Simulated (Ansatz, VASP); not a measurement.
## Two plane-wave programs on CaO

```
Ca O
1.0
     4.89800    0.00000    0.00000
     0.00000   -4.89800    0.00000
     0.00000    0.00000   -4.89800
Ca O
4 4
Direct
  0.00000 0.50000 0.50000
  0.50000 0.00000 0.50000
  0.50000 0.50000 0.00000
  0.00000 0.00000 0.00000
  0.50000 0.00000 0.00000
  0.00000 0.50000 0.00000
  0.00000 0.00000 0.50000
  0.50000 0.50000 0.50000
```

Alike in both runs: task single point; functional LDA; k mesh 6 × 6 × 6; occupations gaussian, width 0.05 eV; no spin polarisation.

```csv
,VASP,Ansatz
version,VASP 6.6.1,Ansatz 0.2.0
potentials or method,"VASP PAW LDA potentials, release 64 (Ca_sv, O)","scalar-relativistic, plane waves, PAW"
plane-wave cutoff (eV),520,420
valence electrons in the cell,64,64
```

|  | VASP | Ansatz | Ansatz less VASP |
| --- | --- | --- | --- |
| gap on the k mesh at the Fermi level (eV) | 3.48 | 3.50 | +0.023 |
| least direct gap on the mesh (eV) | 3.48 | 3.50 | +0.023 |
| pressure (GPa) | -11.2 | -11.8 | -0.59 |

A k mesh can miss the band edges.
